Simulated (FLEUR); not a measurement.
Runs of FLEUR MaX-R8.1 (later development tree) on SnSe2. Symmetry: P-3m1, No. 164, trigonal system. The conventional cell has a = 3.811 Å, b = 3.811 Å, c = 6.136 Å, α = 90.00°, β = 90.00°, γ = 120.00°. Sn (site symmetry -3m) has 6 Se at 2.68 Å as nearest neighbours. Se (site symmetry 3m) is surrounded by 3 Sn at 2.68 Å. 

```csv
task,level,spin,k mesh,gmax,muffin-tin radii,max iterations,mixing factor,mixer,kmax,gap on the mesh (eV),V0 of scaled cells (Å³/atom),B0 (GPa)
band structure,LDA (Moruzzi-Janak-Williams),off,8 × 8 × 5,13.3 1/bohr,"Sn 2.41, Se 2.28 bohr",60,0.05,Anderson,4.3 1/bohr,0.67,-,-
band structure,LDA (von Barth-Hedin),off,8 × 8 × 5,13.3 1/bohr,"Sn 2.41, Se 2.28 bohr",60,0.05,Anderson,4.3 1/bohr,0.68,-,-
band structure,PBEsol,off,8 × 8 × 5,13.3 1/bohr,"Sn 2.41, Se 2.28 bohr",60,0.05,Anderson,4.3 1/bohr,0.74,-,-
equation of state,LDA (Wigner correlation),off,8 × 8 × 5,11.8 1/bohr,"Sn 2.34, Se 2.21 bohr",-,-,-,3.8 1/bohr,-,(c),63
equation of state,LDA (Perdew-Zunger),off,8 × 8 × 5,13.7 1/bohr,"Sn 2.34, Se 2.21 bohr",-,-,-,4.43 1/bohr,-,(a),69
band structure,LDA (Wigner correlation),off,8 × 8 × 5,11.8 1/bohr,"Sn 2.41, Se 2.28 bohr",60,0.05,Anderson,3.8 1/bohr,0.65,-,-
band structure,PBEsol,"SOC, no magnetisation",6 × 6 × 4,13.3 1/bohr,"Sn 2.41, Se 2.28 bohr",60,0.05,Anderson,4.3 1/bohr,(b),-,-
band structure,LDA (Perdew-Zunger),off,8 × 8 × 5,13.3 1/bohr,"Sn 2.41, Se 2.28 bohr",60,0.05,Anderson,4.3 1/bohr,0.67,-,-
```

Alike in all rows: potentials or basis all-electron, FLAPW; cell as given; smearing fermi-dirac 0.05 eV.

Q: Estimate the missing entries.

A: (a) 26.03; (b) 0.70; (c) 26.87.

Caveats: spin-orbit coupling is left out, which moves the levels of the heavy elements (some runs); this functional lacks dispersion, which binds the layers, so the pressure and a relaxed spacing across them are unreliable (some runs); the cell was scaled at fixed shape and fractional positions, which overstates the stiffness of a crystal with free parameters, most of all of layers and chains (some runs); the plane-wave cutoff is short for the semicore states, which can make moduli rough (some runs); spin-orbit coupling is added in second variation on a limited number of bands (some runs).

A k mesh can miss the band edges, and rows without SOC leave out spin-orbit coupling on Se, Sn.
